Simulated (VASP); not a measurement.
# ZnS (P6_3mc) in VASP: further runs, part 2 of 2

VASP 6.6.1. Earlier steps stand in the parts before.

### 3 Single point, RPBE

This run uses another cell than the first one, of 20.79 Å³/atom.

INCAR reads:

```
PREC     = Accurate       # precision mode
ENCUT    = 500            # plane-wave cutoff, eV
EDIFF    = 1E-6           # SCF threshold, eV
ISMEAR   = 1              # smearing method
SIGMA    = 0.02           # smearing width, eV
LREAL    = False          # projectors in reciprocal space
LASPH    = True           # aspherical terms in the spheres
NELM     = 120            # most SCF steps
ALGO     = Normal         # electronic algorithm
ISIF     = 2              # what is computed and relaxed
LWAVE    = False          # write WAVECAR
LCHARG   = False          # write CHGCAR
GGA      = RP             # functional
NBANDS   = 26             # bands
GGA_COMPAT= False
```

KPOINTS reads:

```
regular mesh
0
Gamma
  12 12 6
```

POSCAR reads:

```
ZnS
1.0
    3.8835696191      0.0000000000      0.0000000000
   -1.9417848096      3.3632699475      0.0000000000
    0.0000000000      0.0000000000      6.3677665077
Zn S
2 2
Direct
    0.3333333333      0.6666666667      0.0052197925
    0.6666666667      0.3333333333      0.5052197925
    0.3333333333      0.6666666667      0.3797802075
    0.6666666667      0.3333333333      0.8797802075
```

Potentials or basis: VASP PAW PBE potentials, release 64 (Zn, S).

On the command line:

```sh
> cat potpaw_PBE.64/Zn/POTCAR potpaw_PBE.64/S/POTCAR > POTCAR
> mpirun -np 1 vasp_std > vasp.out
```

OUTCAR:

```text
PREC = Accurate
   ENCUT = 500
   EDIFF = 1E-6
   ISMEAR = 1
   LREAL = False
   LASPH = True
   NELM = 120
   ISIF = 2
   GGA = RP

 ion  position               nearest neighbor table
   1  0.333  0.667  0.005-   4 2.38   4 2.38   4 2.38   3 2.39
   2  0.667  0.333  0.505-   3 2.38   3 2.38   3 2.38   4 2.39
   3  0.333  0.667  0.380-   2 2.38   2 2.38   2 2.38   1 2.39
   4  0.667  0.333  0.880-   1 2.38   1 2.38   1 2.38   2 2.39

  LATTYP: Found a hexagonal cell.
 ALAT       =     3.8835696191
 C/A-ratio  =     1.6396684319

  Lattice vectors:

 A1 = (   3.8835696191,   0.0000000000,   0.0000000000)
 A2 = (  -1.9417848096,   3.3632699475,   0.0000000000)
 A3 = (   0.0000000000,   0.0000000000,   6.3677665077)

Analysis of symmetry for initial positions (statically):
=====================================================================
 Subroutine PRICEL returns:
 Original cell was already a primitive cell.

 Routine SETGRP: Setting up the symmetry group for a
 hexagonal supercell.

 Subroutine GETGRP returns: Found 12 space group operations
 (whereof  6 operations were pure point group operations)
 out of a pool of 24 trial point group operations.

The static configuration has the point symmetry C_3v.
 The point group associated with its full space group is C_6v.

Analysis of symmetry for dynamics (positions and initial velocities):
=====================================================================
 Subroutine PRICEL returns:
 Original cell was already a primitive cell.

 Routine SETGRP: Setting up the symmetry group for a
 hexagonal supercell.

 Subroutine GETGRP returns: Found 12 space group operations
 (whereof  6 operations were pure point group operations)
 out of a pool of 24 trial point group operations.

The dynamic configuration has the point symmetry C_3v.
 The point group associated with its full space group is C_6v.

[... 119 lines left out ...]
   IALGO  =     38    algorithm
   IMIX   =      4    mixing-type and parameters
     AMIX     =   0.40;   BMIX     =  1.00
     AMIX_MAG =   1.60;   BMIX_MAG =  1.00
  volume/ion in A,a.u.               =      20.79       140.32
  Fermi-wavevector in a.u.,A,eV,Ry     =   1.238366  2.340172 20.865219  1.533550
  Thomas-Fermi vector in A             =   2.372894
   LORBIT       =      0    0 simple, 1 ext, 2 COOP (PROOUT), +10 PAW based schemes
   GGA     = RP    functional components
   LHFCALC =     F    Hartree Fock is set to
   AEXX    =    0.0000 exact exchange contribution
   IVDW    =     0    specifies the selected vdW correction
   LEPSILON=     F    determine dielectric tensor
   LRPA    =     F    only Hartree local field effects (RPA)
 non-spin polarized calculation
 Methfessel and Paxton  Order N= 1 SIGMA  =   0.02
  energy-cutoff  :      500.00
  volume of cell :       83.17
 maximum number of plane-waves:      2130
   NGX = 15   NGY = 15   NGZ = 23

 number of electron      36.0000007 magnetization

 Free energy of the ion-electron system (eV)
  ---------------------------------------------------
  ext. energy  EPLUGINS =         0.00000000
  ---------------------------------------------------
  free energy    TOTEN  =       -12.40016682 eV

  energy without entropy =      -12.40016951  energy(sigma->0) =      -12.40016772

 E-fermi :   1.7808     XC(G=0):  -9.1472

 val. band max:        1.7639543021   @ k =   0.0000   0.0000   0.0000
 cond. band min:       3.8850764547   @ k =   0.0000   0.0000   0.0000
 fundamental gap:      2.1211221526
 Fermi energy:         1.7807905963

 k-point     1 :       0.0000    0.0000    0.0000
  band No.  band energies     occupation
      1     -11.0306      2.00000
      2     -10.2039      2.00000
      3      -4.3398      2.00000
      4      -4.3294      2.00000
      5      -4.3294      2.00000
      6      -4.2552      2.00000
[... 685 lines left out ...]
     25      10.4952      0.00000
     26      11.4847      0.00000

 [... further k-points ...]

------------------------ aborting loop because EDIFF is reached ----------------------------------------

  FORCE on cell =-STRESS in cart. coord.  units (eV):
  Direction    XX          YY          ZZ          XY          YZ          ZX
  --------------------------------------------------------------------------------------
  -------------------------------------------------------------------------------------
  Total        0.3072364      0.3072364      0.2841695     -0.0000000      0.0000000      0.0000000
  in kB        5.9183871      5.9183871      5.4740410     -0.0000000      0.0000000      0.0000000
  external PRESSURE =       5.7702717 kB  Pullay stress =       0.0000000 kB

 VOLUME and BASIS-vectors are now :
 -----------------------------------------------------------------------------
  energy-cutoff  :      500.00
  volume of cell :       83.17
      direct lattice vectors                 reciprocal lattice vectors
     3.883569619  0.000000000  0.000000000     0.257495062  0.148664843  0.000000000
    -1.941784810  3.363269948  0.000000000     0.000000000  0.297329687  0.000000000
     0.000000000  0.000000000  6.367766508     0.000000000  0.000000000  0.157040934

 POSITION                                       TOTAL-FORCE (eV/Angst)
 -----------------------------------------------------------------------------------
     -0.00000      2.24218      0.03324        -0.000000      0.000000     -0.003682
      1.94178      1.12109      3.21712         0.000000      0.000000     -0.003682
     -0.00000      2.24218      2.41835         0.000000     -0.000000      0.003682
      1.94178      1.12109      5.60223        -0.000000      0.000000      0.003682
 -----------------------------------------------------------------------------------
    total drift:                               -0.000000     -0.000001      0.000615

  FREE ENERGIE OF THE ION-ELECTRON SYSTEM (eV)
  ---------------------------------------------------
  free  energy   TOTEN  =       -12.4001668208 eV

  energy  without entropy=      -12.4001695082  energy(sigma->0) =      -12.40016772
```

It took 93 s on 1 thread of Intel Xeon Platinum 8259CL at 2.50GHz (Skylake/Cascade Lake), shared host; peak memory 0.27 GiB.

Results:

```
Free energy            : -12.4002 eV
Pressure               : 0.6 GPa
Largest force          : 0.004 eV/Å
Band gap on the k mesh : 2.12 eV
```

Forces on the atoms (eV/Å):
```
Zn   0.000  0.000 -0.004
Zn   0.000  0.000 -0.004
S    0.000  0.000  0.004
S    0.000  0.000  0.004
```

Levels at points of the mesh, in eV from the valence-band top:
```tsv
k point	band 16	band 17	band 18	band 19	band 20	band 21
(0.00, 0.00, 0.00)	-0.07	0.00	0.00	2.12	3.12	6.41
(0.50, 0.00, 0.00)	-2.02	-1.50	-0.80	3.83	4.20	5.29
(0.00, 0.00, 0.50)	-0.42	-0.42	-0.42	3.51	3.51	6.82
(0.50, 0.00, 0.50)	-1.48	-1.46	-1.46	3.66	3.66	5.35
```

Caveat: the PAW data sets were made with another functional, which shifts forces and pressure a little.

### 4 Single point, PBE

This run uses another cell than the first one: it holds 16 atoms, not 4.

INCAR reads:

```
SYSTEM = ZnS
PREC = Accurate ; ENCUT = 520
EDIFF = 1E-6 ; ISMEAR = 0
SIGMA = 0.05 ; LREAL = Auto
LASPH = .TRUE. ; NELM = 80
ALGO = Normal ; ISIF = 2
LWAVE = .FALSE. ; LCHARG = .FALSE.
GGA = PE ; NBANDS = 86
LUSENCCL = .FALSE.
```

KPOINTS reads:

```
regular mesh
0
G
  7 4 2
  0 0 0
```

POSCAR reads:

```
ZnS
1.0
    1.9227464936     -3.3302946170      0.0000000000
    0.0000000000      0.0000000000     -6.3053333075
   11.5364789615      6.6605892339      0.0000000000
Zn S
8 8
Direct
    0.5000000000      0.9947802099      0.0833333333
    0.0000000000      0.9947802099      0.3333333333
    0.5000000000      0.9947802099      0.5833333333
    0.0000000000      0.9947802099      0.8333333333
    0.0000000000      0.4947802099      0.1666666667
    0.5000000000      0.4947802099      0.4166666667
    0.0000000000      0.4947802099      0.6666666667
    0.5000000000      0.4947802099      0.9166666667
    0.5000000000      0.6202197901      0.0833333333
    0.0000000000      0.6202197901      0.3333333333
    0.5000000000      0.6202197901      0.5833333333
    0.0000000000      0.6202197901      0.8333333333
    0.0000000000      0.1202197901      0.1666666667
    0.5000000000      0.1202197901      0.4166666667
    0.0000000000      0.1202197901      0.6666666667
    0.5000000000      0.1202197901      0.9166666667
```

Potentials or basis: VASP PAW PBE potentials, release 64 (Zn, S).

On the command line:

```sh
> cat potpaw_PBE.64/Zn/POTCAR potpaw_PBE.64/S/POTCAR > POTCAR
> mpirun -np 1 vasp_std > vasp.out
```

OUTCAR:

```text
SYSTEM = ZnS
   PREC = Accurate
   ENCUT = 520
   EDIFF = 1E-6
   ISMEAR = 0
   LREAL = Auto
   LASPH = .TRUE.
   NELM = 80
   ISIF = 2
   GGA = PE

 ion  position               nearest neighbor table
   1  0.500  0.995  0.083-  16 2.36  13 2.36  13 2.36   9 2.36
   2  0.000  0.995  0.333-  13 2.36  14 2.36  14 2.36  10 2.36
   3  0.500  0.995  0.583-  14 2.36  15 2.36  15 2.36  11 2.36
   4  0.000  0.995  0.833-  15 2.36  16 2.36  16 2.36  12 2.36
   5  0.000  0.495  0.167-  10 2.36   9 2.36   9 2.36  13 2.36
   6  0.500  0.495  0.417-  11 2.36  10 2.36  10 2.36  14 2.36
[... 8 lines left out ...]
  15  0.000  0.120  0.667-   4 2.36   3 2.36   3 2.36   7 2.36
  16  0.500  0.120  0.917-   1 2.36   4 2.36   4 2.36   8 2.36

[... 2316 lines left out ...]
  in kB        1.2528438      1.3206325      1.3762462     -0.0587068      0.0000000      0.0000000
  external PRESSURE =       1.3165742 kB  Pullay stress =       0.0000000 kB

 VOLUME and BASIS-vectors are now :
 -----------------------------------------------------------------------------
  energy-cutoff  :      520.00
  volume of cell :      323.00
      direct lattice vectors                 reciprocal lattice vectors
     1.922746494 -3.330294617  0.000000000     0.130022341 -0.225205301  0.000000000
     0.000000000  0.000000000 -6.305333307     0.000000000  0.000000000 -0.158595898
    11.536478962  6.660589234  0.000000000     0.065011170  0.037534217  0.000000000

 POSITION                                       TOTAL-FORCE (eV/Angst)
 -----------------------------------------------------------------------------------
      1.92275     -1.11010     -6.27242        -0.000078     -0.000045      0.001177
      3.84549      2.22020     -6.27242        -0.000078     -0.000045      0.001177
      7.69099      2.22020     -6.27242        -0.000078     -0.000045      0.001177
      9.61373      5.55049     -6.27242        -0.000078     -0.000045      0.001177
      1.92275      1.11010     -3.11975         0.000078      0.000045      0.001177
      5.76824      1.11010     -3.11975         0.000078      0.000045      0.001177
[... 8 lines left out ...]
      7.69099      4.44039     -0.75803         0.001300      0.000750     -0.001177
     11.53648      4.44039     -0.75803         0.001300      0.000750     -0.001177
 -----------------------------------------------------------------------------------
    total drift:                                0.000004      0.000002      0.017798

  FREE ENERGIE OF THE ION-ELECTRON SYSTEM (eV)
  ---------------------------------------------------
  free  energy   TOTEN  =       -54.7788244354 eV

  energy  without entropy=      -54.7788244354  energy(sigma->0) =      -54.77882444
```

stdout:

```text
Offloading initialized ...    1 GPUs detected
 POSCAR found type information on POSCAR ZnS
 POSCAR found :  2 types and      16 ions
 scaLAPACK will be used selectively (only on CPU)
 LDA part: xc-table for (Slater+PW92), standard interpolation
 POSCAR, INCAR and KPOINTS ok, starting setup
 FFT: planning ... GRIDC
 FFT: planning ... GRID_SOFT
 FFT: planning ... GRID
 WAVECAR not read
 entering main loop
```

Wall time 2 min (1 × NVIDIA H100 80GB with 1 thread of AMD EPYC 7R13 (Zen 3), shared host); peak memory 1.7 GiB.

Results:

- Free energy: -54.7788 eV
- Pressure: 0.1 GPa
- Band gap on the k mesh: 2.08 eV

### 5 Single point, PBE

This run uses another cell than the first one: it holds 16 atoms, not 4.

INCAR reads:

```
SYSTEM = ZnS
  PREC = Accurate
  ENCUT = 520
  EDIFF = 1E-6
  ISMEAR = 0
  SIGMA = 0.05
  LREAL = Auto
  LASPH = .TRUE.
  NELM = 80
  ALGO = Normal
  ISIF = 2
  LWAVE = .FALSE.
  LCHARG = .FALSE.
  GGA = PE
  NBANDS = 86
  ISYM = 0
  LUSENCCL = .FALSE.
```

KPOINTS reads:

```
regular mesh
0
G
  4 7 3
  0 0 0
```

POSCAR reads:

```
ZnS
1.0
   -1.9227464936     -3.3302946170      6.3053333075
    1.9227464936     -3.3302946170      0.0000000000
    9.6137324679      3.3302946170      6.3053333075
Zn S
8 8
Direct
    0.6705815092      0.9973901049      0.3346382809
    0.9205815092      0.4973901049      0.0846382809
    0.4205815092      0.4973901049      0.5846382809
    0.1705815092      0.9973901049      0.8346382809
    0.9622481759      0.2473901049      0.5429716142
    0.2122481759      0.7473901049      0.2929716142
    0.7122481759      0.7473901049      0.7929716142
    0.4622481759      0.2473901049      0.0429716142
    0.9515018241      0.8101098951      0.4282783858
    0.2015018241      0.3101098951      0.1782783858
    0.7015018241      0.3101098951      0.6782783858
    0.4515018241      0.8101098951      0.9282783858
    0.2431684908      0.0601098951      0.6366117191
    0.4931684908      0.5601098951      0.3866117191
    0.9931684908      0.5601098951      0.8866117191
    0.7431684908      0.0601098951      0.1366117191
```

Potentials or basis: VASP PAW PBE potentials, release 64 (Zn, S).

On the command line:

```sh
> cat potpaw_PBE.64/Zn/POTCAR potpaw_PBE.64/S/POTCAR > POTCAR
> mpirun -np 1 vasp_std > vasp.out
```

OUTCAR:

```text
SYSTEM = ZnS
   PREC = Accurate
   ENCUT = 520
   EDIFF = 1E-6
   ISMEAR = 0
   LREAL = Auto
   LASPH = .TRUE.
   NELM = 80
   ISIF = 2
   GGA = PE
   ISYM = 0

 ion  position               nearest neighbor table
   1  0.671  0.997  0.335-  14 2.36  14 2.36  16 2.36   9 2.36
   2  0.921  0.497  0.085-  16 2.36  16 2.36  15 2.36  10 2.36
   3  0.421  0.497  0.585-  13 2.36  13 2.36  14 2.36  11 2.36
   4  0.171  0.997  0.835-  15 2.36  15 2.36  13 2.36  12 2.36
   5  0.962  0.247  0.543-  11 2.36   9 2.36   9 2.36  13 2.36
   6  0.212  0.747  0.293-   9 2.36  10 2.36  10 2.36  14 2.36
[... 8 lines left out ...]
  15  0.993  0.560  0.887-   4 2.36   4 2.36   2 2.36   7 2.36
  16  0.743  0.060  0.137-   2 2.36   2 2.36   1 2.36   8 2.36

IMPORTANT INFORMATION: All symmetrisations will be switched off!
NOSYMM: (Re-)initialisation of all symmetry stuff for point group C_1.

----------------------------------------------------------------------------------------

                                     Primitive cell

  volume of cell :     323.0001

  direct lattice vectors                    reciprocal lattice vectors
[... 197 lines left out ...]
      3     -10.6318      2.00000
      4     -10.2056      2.00000
      5     -10.1345      2.00000
      6     -10.1345      2.00000
[... 2077 lines left out ...]
     83       7.7876      0.00000
     84       8.0541      0.00000

 [... further k-points ...]

 [bands above 84 left out]

------------------------ aborting loop because EDIFF is reached ----------------------------------------

  FORCE on cell =-STRESS in cart. coord.  units (eV):
  Direction    XX          YY          ZZ          XY          YZ          ZX
  --------------------------------------------------------------------------------------
  -------------------------------------------------------------------------------------
  Total        0.4074523      0.4116076      0.4283723     -0.0056881      0.0018391     -0.0032695
  in kB        2.0210852      2.0416968      2.1248550     -0.0282148      0.0091224     -0.0162176
  external PRESSURE =       2.0625457 kB  Pullay stress =       0.0000000 kB

 VOLUME and BASIS-vectors are now :
 -----------------------------------------------------------------------------
  energy-cutoff  :      520.00
  volume of cell :      323.00
      direct lattice vectors                 reciprocal lattice vectors
    -1.922746494 -3.330294617  6.305333307    -0.065011170 -0.037534217  0.118946924
     1.922746494 -3.330294617  0.000000000     0.130022341 -0.225205301 -0.079297949
     9.613732468  3.330294617  6.305333307     0.065011170  0.037534217  0.039648975

 POSITION                                       TOTAL-FORCE (eV/Angst)
 -----------------------------------------------------------------------------------
      3.84549     -4.44039      6.33825         0.001503      0.000501      0.001576
      0.00000     -4.44039      6.33825         0.000368      0.000656      0.001434
      5.76824     -1.11010      6.33825         0.000364      0.000656      0.001432
      9.61373     -1.11010      6.33825         0.001518      0.000511      0.001573
      3.84549     -2.22020      9.49091         0.000066      0.000038      0.000700
      3.84549     -2.22020      3.18558        -0.000382     -0.000014      0.000790
[... 8 lines left out ...]
      7.69099     -2.22020     11.85264         0.000107     -0.001632     -0.003441
     -0.00000     -2.22020      5.54731         0.000090     -0.000405     -0.000664
 -----------------------------------------------------------------------------------
    total drift:                               -0.007383     -0.004745     -0.000750

  FREE ENERGIE OF THE ION-ELECTRON SYSTEM (eV)
  ---------------------------------------------------
  free  energy   TOTEN  =       -54.7795735279 eV

  energy  without entropy=      -54.7795735279  energy(sigma->0) =      -54.77957353
```

stdout:

```text
Offloading initialized ...    1 GPUs detected
 POSCAR found type information on POSCAR ZnS
 POSCAR found :  2 types and      16 ions
 scaLAPACK will be used selectively (only on CPU)
 LDA part: xc-table for (Slater+PW92), standard interpolation
 -----------------------------------------------------------------------------
|                                                                             |
|           W    W    AA    RRRRR   N    N  II  N    N   GGGG   !!!           |
[... 13 lines left out ...]
|                                                                             |
 -----------------------------------------------------------------------------

 POSCAR, INCAR and KPOINTS ok, starting setup
 FFT: planning ... GRIDC
 FFT: planning ... GRID_SOFT
 FFT: planning ... GRID
 WAVECAR not read
 entering main loop
```

It took 4 min on 1 × NVIDIA H100 80GB with 1 thread of AMD EPYC 7R13 (Zen 3), shared host; peak memory 1.9 GiB.

What came out:

```
Free energy            : -54.7796 eV
Pressure               : 0.2 GPa
Largest force          : 0.004 eV/Å
Band gap on the k mesh : 2.08 eV
```

Forces on the atoms (eV/Å):
```
Zn   0.002  0.001  0.002
Zn   0.000  0.001  0.001
Zn   0.000  0.001  0.001
Zn   0.002  0.001  0.002
Zn   0.000  0.000  0.001
Zn   0.000  0.000  0.001
Zn   0.000  0.000  0.001
Zn   0.000  0.000  0.001
S    0.000  0.000  0.001
S   -0.002  0.001 -0.001
S   -0.002  0.001 -0.001
S    0.000  0.000  0.001
S    0.000  0.000 -0.001
S    0.000 -0.002 -0.003
S    0.000 -0.002 -0.003
S    0.000  0.000 -0.001
```

### 6 Summary

```csv
level,cell,k mesh,cutoff (eV),smearing,gap on the mesh (eV),pressure (GPa)
PBE,"a = 3.811, b = 3.811, c = 6.234 Å, angles 90.0, 90.0, 120.0°, 4 atoms, atomic positions A",12 × 12 × 6,500,gaussian 0.02 eV,2.22,2.3
RPBE,"a = 3.884, b = 3.884, c = 6.368 Å, angles 90.0, 90.0, 120.0°, 4 atoms, atomic positions B",12 × 12 × 6,500,methfessel-paxton 0.02 eV,2.12,0.6
PBE,"a = 3.845, b = 6.305, c = 13.321 Å, 16 atoms, atomic positions C",7 × 4 × 2,520,gaussian 0.05 eV,2.08,0.1
PBE,"a = 7.385, b = 3.845, c = 11.970 Å, angles 80.8, 83.4, 74.9°, 16 atoms, atomic positions D",4 × 7 × 3,520,gaussian 0.05 eV,2.08,0.2
```

Alike in all rows: task single point; potentials or basis VASP PAW PBE potentials, release 64 (Zn, S); no spin polarisation.

Caveats: the PAW data sets were made with another functional, which shifts forces and pressure a little (at least some runs).

Absolute energies hang on the potentials; compare differences alone.

### 7 Against experiment

Step 3. Measured gap of ZnS: 3.911 eV (direct; 4 K; a printed reference work, monograph). This calculation gives 2.12 eV (-1.79 eV). The value is that of RPBE on a finite k mesh, which can miss the band edges, without temperature or zero-point motion. Semilocal functionals fall short of measured gaps as a rule.
